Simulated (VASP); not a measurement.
Write the native input for VASP 6.6.1 that does the following.

* Task: single point
* Functional: PBE
* Potentials or basis: VASP PAW PBE potentials, release 64 (Ta_pv, S)
* Cutoff: 520 eV
* k mesh: 9 × 9 × 5
* Occupations: gaussian, width 0.028 eV
* Spin: no spin polarisation
* Further INCAR settings: ALGO = Normal; EDIFF = 1e-06

The structure of TaS2 lies in POSCAR:

```
TaS2
1.0
    3.3500000000      0.0000000000      0.0000000000
   -1.6750000000      2.9011851027      0.0000000000
    0.0000000000      0.0000000000      5.8600000000
Ta S
1 2
Direct
    0.0000000000      0.0000000000      0.0000000000
    0.6666666667      0.3333333333      0.7500000000
    0.3333333333      0.6666666667      0.2500000000
```

The input as run:

INCAR

```
PREC = Accurate
ENCUT = 520
EDIFF = 1E-6
ISMEAR = 0
SIGMA = 0.028000000000000004
LREAL = False
LASPH = True
NELM = 80
ALGO = Normal
ISIF = 2
LWAVE = False
LCHARG = False
GGA = PE
```

KPOINTS

```
regular mesh
0
Gamma
  9 9 5
```

Potentials or basis: VASP PAW PBE potentials, release 64 (Ta_pv, S).

Command:

```bash
$ cat potpaw_PBE.64/Ta_pv/POTCAR potpaw_PBE.64/S/POTCAR > POTCAR
$ mpirun -np 1 vasp_std > vasp.out
```

It gave:

```
Pressure               : 9.1 GPa
Largest force          : 1.260 eV/Å
Band gap on the k mesh : none (metal or under the smearing width)
```

Caveat: this functional lacks dispersion, which binds the layers, so the pressure and a relaxed spacing across them are unreliable; forces of over 1 eV/Å show positions far from the minimum, so gaps and moduli don't describe the material at rest.

Wall time 30 s on 1 thread of Intel(R) Xeon(R) Platinum 8488C (Sapphire Rapids), on a shared host, peak memory 0.2 GiB.
